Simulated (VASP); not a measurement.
Wanted: the native input for a VASP 6.6.1 run.

```yaml
Task: Born charges and dielectric tensor
Functional: PBEsol
Potentials_or_basis: VASP PAW PBE potentials, release 64 (As, Ga_d)
Cutoff: 520 eV
k_mesh: 8 × 8 × 8
Occupations: fermi-dirac, width 0.05 eV
Spin: no spin polarisation
Further_INCAR_settings: ALGO = Normal; EDIFF = 1e-08; IBRION = 8
```

The structure of GaAs lies in POSCAR:

```
GaAs
1.0
    0.0000000000      2.8268500000      2.8268500000
    2.8268500000      0.0000000000      2.8268500000
    2.8268500000      2.8268500000      0.0000000000
As Ga
1 1
Direct
    0.7500000000      0.7500000000      0.7500000000
    0.0000000000      0.0000000000      0.0000000000
```

The input as run:

INCAR

```
SYSTEM = GaAs
PREC     = Accurate       ! precision mode
ENCUT    = 520            ! plane-wave cutoff, eV
EDIFF    = 1E-8           ! SCF threshold, eV
ISMEAR   = -1             ! smearing method
SIGMA    = 0.05           ! smearing width, eV
LREAL    = .False.        ! projectors in reciprocal space
LASPH    = .True.         ! aspherical terms in the spheres
NELM     = 100            ! most SCF steps
ALGO     = Normal         ! electronic algorithm
ISIF     = 2              ! what is computed and relaxed
LWAVE    = .False.        ! write WAVECAR
LCHARG   = .False.        ! write CHGCAR
GGA      = PS             ! functional
LEPSILON = .True.         ! dielectric tensor by DFPT
IBRION   = 8              ! ionic algorithm
```

KPOINTS

```
Automatic mesh
0
Gamma
  8 8 8
  0 0 0
```

Potentials or basis: VASP PAW PBE potentials, release 64 (As, Ga_d).

The run is started by

```sh
$ cat potpaw_PBE.64/As/POTCAR potpaw_PBE.64/Ga_d/POTCAR > POTCAR
$ mpirun -np 1 vasp_std > vasp.out
```

Results of the run:

| Property | Result |
| --- | --- |
| Band gap on the k mesh | 0.46 eV, direct |
| Electronic dielectric tensor (diagonal) | 35.96 |
| Born charges (mean of the diagonal) | As -2.30; Ga +2.30 e |
| Highest phonon frequency at Γ, LO-TO splitting left out | 264 cm⁻¹ |

Caveat: the gap is small at this level, which inflates the dielectric constant.

Wall time 14 min on 1 thread of Intel(R) Xeon(R) Platinum 8375C CPU @ 2.90GHz (Ice Lake), with other jobs on the host, peak memory 0.29 GiB.
